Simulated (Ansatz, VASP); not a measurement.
**Te2Mo in VASP and in Ansatz**

```
Te Mo
1.0
     6.36161    0.00000    0.00000
     0.00000    3.48040    0.00000
    -0.08574    0.00000   36.17589
Te Mo
4 2
Direct
  0.42925 0.75000 0.54070
  0.57075 0.25000 0.45930
  0.92085 0.25000 0.55653
  0.07915 0.75000 0.44347
  0.18135 0.25000 0.49747
  0.81865 0.75000 0.50253
```

Alike in both runs: task single point; functional PBE; k mesh 4 × 8 × 1; occupations gaussian, width 0.014 eV; no spin polarisation.

|  | VASP | Ansatz |
| --- | --- | --- |
| version | VASP 6.6.1 | Ansatz 0.2.0 |
| potentials or method | VASP PAW PBE potentials, release 64 (Te, Mo_sv) | Ansatz PAW |
| plane-wave cutoff (eV) | 520 | 420 |
| valence electrons in the cell | 52 | 92 |

VASP gave:

| Property | Result |
| --- | --- |
| gap on the k mesh at the Fermi level (eV) | none |
| rms of the force components (eV/Å) | 0.095 |

Question: Which values does Ansatz return?

Answer: gap on the k mesh at the Fermi level (eV): none; rms of the force components (eV/Å): 0.090.

Atom by atom the forces differ by 0.006 eV/Å (rms over components). A gap of «none» marks a metal or a gap that the smearing closes. The functional is the same, so the differences come from potentials, cutoffs and numerics. The two sets of potentials don't hold the same shells in valence.

The runs have no spin-orbit coupling, so splittings on Te are missing.
